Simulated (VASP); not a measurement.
# CoSi2 (Fm-3m) in VASP: a series of runs

One crystal, CoSi2, is run at these levels: PBEsol; tasks: core levels, phonons.

Everything below comes from runs of VASP 6.6.1. Logs are shortened: lines on timing, memory, paths and dates and some standing lists are left out, and cuts for length are marked.

**1. The structure**

It takes space group Fm-3m (No. 225, cubic). The conventional cell has a = 5.356 Å, b = 5.356 Å, c = 5.356 Å, α = 90.00°, β = 90.00°, γ = 90.00°. Around Co (site symmetry m-3m) lie 8 Si at 2.32 Å. Around Si (site symmetry -43m) lie 4 Co at 2.32 Å.

**2. Core levels, PBEsol, collinear spin, ferromagnetic start**

INCAR

```
PREC = Accurate
ENCUT = 520
EDIFF = 1E-6
ISMEAR = 0
SIGMA = 0.02
LREAL = False
LASPH = True
NELM = 150
ALGO = Fast
ISIF = 2
LWAVE = False
LCHARG = False
ISPIN = 2
MAGMOM = 2 0 0
LORBIT = 11
LMAXMIX = 4
GGA = PS
ICORELEVEL = 1
```

KPOINTS

```
Automatic mesh
0
Gamma
  9 9 9
```

POSCAR

```
CoSi2
1.0
    0.0000000000      2.6780000000      2.6780000000
    2.6780000000      0.0000000000      2.6780000000
    2.6780000000      2.6780000000      0.0000000000
Co Si
1 2
Direct
    0.0000000000      0.0000000000      0.0000000000
    0.7500000000      0.7500000000      0.7500000000
    0.2500000000      0.2500000000      0.2500000000
```

Potentials or basis: VASP PAW PBE potentials, release 64 (Co, Si).

Launch:

```console
$ cat potpaw_PBE.64/Co/POTCAR potpaw_PBE.64/Si/POTCAR > POTCAR
$ mpirun -np 1 vasp_std > vasp.out
```

OUTCAR:

```text
PREC = Accurate
   ENCUT = 520
   EDIFF = 1E-6
   ISMEAR = 0
   LREAL = False
   LASPH = True
   NELM = 150
   ISIF = 2
   ISPIN = 2
   LORBIT = 11
   GGA = PS

 ion  position               nearest neighbor table
   1  0.000  0.000  0.000-   2 2.32   3 2.32   2 2.32   2 2.32   3 2.32   2 2.32   3 2.32   3 2.32

   2  0.750  0.750  0.750-   1 2.32   1 2.32   1 2.32   1 2.32   3 2.68   3 2.68   3 2.68   3 2.68
                             3 2.68   3 2.68
   3  0.250  0.250  0.250-   1 2.32   1 2.32   1 2.32   1 2.32   2 2.68   2 2.68   2 2.68   2 2.68
                             2 2.68   2 2.68

  LATTYP: Found a face centered cubic cell.
 ALAT       =     5.3560000000

  Lattice vectors:

 A1 = (   0.0000000000,   2.6780000000,   2.6780000000)
 A2 = (   2.6780000000,   0.0000000000,   2.6780000000)
 A3 = (   2.6780000000,   2.6780000000,   0.0000000000)

Analysis of symmetry for initial positions (statically):
=====================================================================
 Subroutine PRICEL returns:
 Original cell was already a primitive cell.

 Routine SETGRP: Setting up the symmetry group for a
 face centered cubic supercell.

 Subroutine GETGRP returns: Found 48 space group operations
 (whereof 48 operations were pure point group operations)
 out of a pool of 48 trial point group operations.

The static configuration has the point symmetry O_h .

Analysis of symmetry for dynamics (positions and initial velocities):
=====================================================================
 Subroutine PRICEL returns:
 Original cell was already a primitive cell.

 Routine SETGRP: Setting up the symmetry group for a
 face centered cubic supercell.

 Subroutine GETGRP returns: Found 48 space group operations
 (whereof 48 operations were pure point group operations)
 out of a pool of 48 trial point group operations.

The dynamic configuration has the point symmetry O_h .

Analysis of structural, dynamic, and magnetic symmetry:
=====================================================================
 Subroutine PRICEL returns:
 Original cell was already a primitive cell.

 Routine SETGRP: Setting up the symmetry group for a
 face centered cubic supercell.

 Subroutine GETGRP returns: Found 48 space group operations
 (whereof 48 operations were pure point group operations)
 out of a pool of 48 trial point group operations.

The overall configuration has the point symmetry O_h .

 Subroutine INISYM returns: Found 48 space group operations
 (whereof 48 operations are pure point group operations),
 and found     1 'primitive' translations

----------------------------------------------------------------------------------------

                                     Primitive cell

  volume of cell :      38.4115

  direct lattice vectors                    reciprocal lattice vectors
     0.000000000  2.678000000  2.678000000    -0.186706497  0.186706497  0.186706497
     2.678000000  0.000000000  2.678000000     0.186706497 -0.186706497  0.186706497
     2.678000000  2.678000000  0.000000000     0.186706497  0.186706497 -0.186706497

  length of vectors
     3.787263920  3.787263920  3.787263920     0.323385140  0.323385140  0.323385140

  position of ions in fractional coordinates (direct lattice)
     0.000000000  0.000000000  0.000000000
     0.750000000  0.750000000  0.750000000
     0.250000000  0.250000000  0.250000000

  ion indices of the primitive-cell ions
   primitive index   ion index
                 1           1
                 2           2
                 3           3

----------------------------------------------------------------------------------------

 KPOINTS: Automatic mesh

Automatic generation of k-mesh.
 Grid dimensions read from file:
 generate k-points for:    9    9    9

 Generating k-lattice:

  Cartesian coordinates                     Fractional coordinates (reciprocal lattice)
    -0.020745166  0.020745166  0.020745166     0.111111111  0.000000000  0.000000000
     0.020745166 -0.020745166  0.020745166     0.000000000  0.111111111  0.000000000
     0.020745166  0.020745166 -0.020745166     0.000000000  0.000000000  0.111111111

  Length of vectors
     0.035931682  0.035931682  0.035931682

  Shift w.r.t. Gamma in fractional coordinates (k-lattice)
     0.000000000  0.000000000  0.000000000

[... 54 lines left out ...]
   IBRION =     -1    ionic relax: 0-MD 1-quasi-New 2-CG
   NFREE  =      0    steps in history (QN), initial steepest desc. (CG)
   ISIF   =      2    stress and relaxation
   ISYM   =      2    0-nonsym 1-usesym 2-fastsym
   POTIM  = 0.5000    time-step for ionic-motion
   TEBEG  =    0.0;   TEEND  =   0.0 temperature during run
   PSTRESS=    0.0 pullay stress
   NELECT =      17.0000    total number of electrons
   NUPDOWN=      -1.0000    fix difference up-down
   EMIN   =  10.00;   EMAX   =-10.00  energy-range for DOS
   EFERMI =   0.00;   METHOD = LEGACY
   ISMEAR =     0;   SIGMA  =   0.02  broadening in eV -4-tet -1-fermi 0-gaus
   EFERMI_NEDOS =   21; number of points for ismear=-14 and -15
   IALGO  =     68    algorithm
   IMIX   =      4    mixing-type and parameters
     AMIX     =   0.40;   BMIX     =  1.00
     AMIX_MAG =   1.60;   BMIX_MAG =  1.00
  volume/ion in A,a.u.               =      12.80        86.40
  Fermi-wavevector in a.u.,A,eV,Ry     =   1.247586  2.357596 21.177078  1.556471
  Thomas-Fermi vector in A             =   2.381712
   LORBIT       =     11    0 simple, 1 ext, 2 COOP (PROOUT), +10 PAW based schemes
   GGA     = PS    functional components
   LHFCALC =     F    Hartree Fock is set to
   AEXX    =    0.0000 exact exchange contribution
   IVDW    =     0    specifies the selected vdW correction
   LEPSILON=     F    determine dielectric tensor
   LRPA    =     F    only Hartree local field effects (RPA)
 spin polarized calculation
 RMM-DIIS sequential band-by-band and
 Gauss-broadening in eV      SIGMA  =   0.02
  energy-cutoff  :      520.00
  volume of cell :       38.41
 maximum number of plane-waves:      1044
   NGX = 15   NGY = 15   NGZ = 15

 number of electron      16.9999995 magnetization       0.0000934

 number of electron      16.9999995 magnetization      -0.0002073

 Free energy of the ion-electron system (eV)
  ---------------------------------------------------
  ext. energy  EPLUGINS =         0.00000000
  ---------------------------------------------------
  free energy    TOTEN  =       -20.96404991 eV

  energy without entropy =      -20.96375444  energy(sigma->0) =      -20.96390217

 the core state eigenenergies are
   1-  1s  -7575.6250  2s   -882.0305  2p   -752.9768  3s    -84.8176  3p    -48.1232

   2-  1s  -1770.6007  2s   -124.2946  2p    -80.3384
   3-  1s  -1770.6007  2s   -124.2946  2p    -80.3384

 E-fermi :   9.9550     XC(G=0): -11.8553

 val. band max:        9.9447746099   @ k =  -0.2222   0.1111   0.0000
 cond. band min:       9.9926691359   @ k =   0.3333   0.1111   0.0000
 fundamental gap:      0.0478945260
 Fermi energy:         9.9549968576

 spin component 1

 k-point     1 :       0.0000    0.0000    0.0000
  band No.  band energies     occupation
      1      -3.1224      1.00000
      2       5.9203      1.00000
      3       5.9203      1.00000
      4       5.9203      1.00000
      5       8.1012      1.00000
      6       8.1012      1.00000
      7      10.7862      0.00000
      8      13.4247      0.00000
      9      13.4247      0.00000
     10      13.4247      0.00000
     11      13.4296      0.00000
     12      13.4296      0.00000
     13      13.4296      0.00000
[... 257 lines left out ...]
 k-point    18 :      -0.3333    0.2222    0.0000
  band No.  band energies     occupation
      1      -0.0902      1.00000
      2       2.1453      1.00000
      3       4.8483      1.00000
      4       6.8156      1.00000
      5       7.0553      1.00000
      6       7.4391      1.00000
      7       8.5145      1.00000
      8       8.8158      1.00000
      9       9.8775      1.00000
     10      12.3026      0.00000
     11      14.3087      0.00000

 Fermi energy:         9.9549968576

 spin component 2

 k-point     1 :       0.0000    0.0000    0.0000
  band No.  band energies     occupation
      1      -3.1225      1.00000
      2       5.9201      1.00000
      3       5.9201      1.00000
      4       5.9201      1.00000
      5       8.1013      1.00000
      6       8.1013      1.00000
      7      10.7861      0.00000
      8      13.4247      0.00000
      9      13.4247      0.00000
     10      13.4247      0.00000
     11      13.4294      0.00000
     12      13.4294      0.00000
     13      13.4294      0.00000
[... 354 lines left out ...]
  band No.  band energies     occupation
      1       0.5416      1.00000
      2       3.2903      1.00000
      3       3.6281      1.00000
      4       6.3101      1.00000
      5       6.3101      1.00000
      6       8.1363      1.00000
      7       8.1363      1.00000
      8       8.1439      1.00000
      9       8.6597      1.00000
     10      11.5779      0.00000
     11      12.8871      0.00000
     12      18.5710      0.00000
     13      19.2733      0.00000

 [... further k-points ...]

------------------------ aborting loop because EDIFF is reached ----------------------------------------

  FORCE on cell =-STRESS in cart. coord.  units (eV):
  Direction    XX          YY          ZZ          XY          YZ          ZX
  --------------------------------------------------------------------------------------
  -------------------------------------------------------------------------------------
  Total       -1.0497870     -1.0497870     -1.0497870      0.0000000      0.0000000      0.0000000
  in kB      -43.7874915    -43.7874915    -43.7874915      0.0000000      0.0000000      0.0000000
  external PRESSURE =     -43.7874915 kB  Pullay stress =       0.0000000 kB

 VOLUME and BASIS-vectors are now :
 -----------------------------------------------------------------------------
  energy-cutoff  :      520.00
  volume of cell :       38.41
      direct lattice vectors                 reciprocal lattice vectors
     0.000000000  2.678000000  2.678000000    -0.186706497  0.186706497  0.186706497
     2.678000000  0.000000000  2.678000000     0.186706497 -0.186706497  0.186706497
     2.678000000  2.678000000  0.000000000     0.186706497  0.186706497 -0.186706497

 POSITION                                       TOTAL-FORCE (eV/Angst)
 -----------------------------------------------------------------------------------
      0.00000      0.00000      0.00000         0.000000     -0.000000     -0.000000
      4.01700      4.01700      4.01700        -0.000000      0.000000      0.000000
      1.33900      1.33900      1.33900         0.000000     -0.000000     -0.000000
 -----------------------------------------------------------------------------------
    total drift:                               -0.000000     -0.000000      0.000000

  FREE ENERGIE OF THE ION-ELECTRON SYSTEM (eV)
  ---------------------------------------------------
  free  energy   TOTEN  =       -20.9640499121 eV

  energy  without entropy=      -20.9637544367  energy(sigma->0) =      -20.96390217

 total charge

# of ion       s       p       d       tot
------------------------------------------
    1        0.543   0.720   7.604   8.867
    2        0.718   0.870   0.000   1.588
    3        0.718   0.870   0.000   1.588
--------------------------------------------------
tot          1.979   2.460   7.604  12.043

 magnetization (x)

# of ion       s       p       d       tot
------------------------------------------
    1       -0.000  -0.000  -0.000  -0.000
    2       -0.000  -0.000   0.000  -0.000
    3       -0.000  -0.000   0.000  -0.000
--------------------------------------------------
tot         -0.000  -0.000  -0.000  -0.000
```

It took 22 s on 1 thread of Intel Xeon 6975P-C (Granite Rapids), shared host; peak memory 0.18 GiB.

What came out:

* Free energy: -20.9640 eV
* Pressure: -4.4 GPa
* Band gap on the k mesh: none (metal or under the smearing width)
* Net moment: 0.00 μB per cell
* Valence electrons inside the program's atomic spheres: Co 8.87; Si 1.59

Core levels (eV, on the scale of the bands):
```
atom                                                levels
1 Co  1s -7575.6, 2s -882.0, 2p -753.0, 3s -84.8, 3p -48.1
2 Si                       1s -1770.6, 2s -124.3, 2p -80.3
3 Si                       1s -1770.6, 2s -124.3, 2p -80.3
```

Caveat: the starting moments collapsed, and a magnetic state may lie lower; the PAW data sets were made with another functional, which shifts forces and pressure a little.

(Continued in part 2 of 2.)
